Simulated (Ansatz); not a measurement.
## Pt in Ansatz: the effect of functional

Pt:

```
CELL_PARAMETERS angstrom
-1.55188 1.55188 1.55188
1.55188 -1.55188 1.55188
1.55188 1.55188 -1.55188
ATOMIC_POSITIONS crystal
Pt 0.00000 0.00000 0.00000
```

This isn't the form of Pt at room conditions, which is fcc.

The cell isn't the ideal one: volume scaled by 0.94.

Alike in all runs:

- Program: Ansatz 0.2.0
- Task: single point
- Potentials or basis: Ansatz PAW
- k mesh: 12 × 12 × 12
- Occupations: fermi-dirac, width 0.05 eV
- Spin: no spin polarisation

```tsv
functional	cutoff	pressure (GPa)
LDA	420 eV (not typed: the program's choice for these potentials)	-0.8
PBEsol	420 eV (not typed: the program's choice for these potentials)	?
r2SCAN	500 eV (not typed: the program's choice for these potentials)	9.5
```

What does the run with functional PBEsol give?

Pressure 4.7 GPa.

Caveats: the PAW data sets come from PBE, with cores solved anew for the run's functional, which leaves a small shift of forces and pressure.
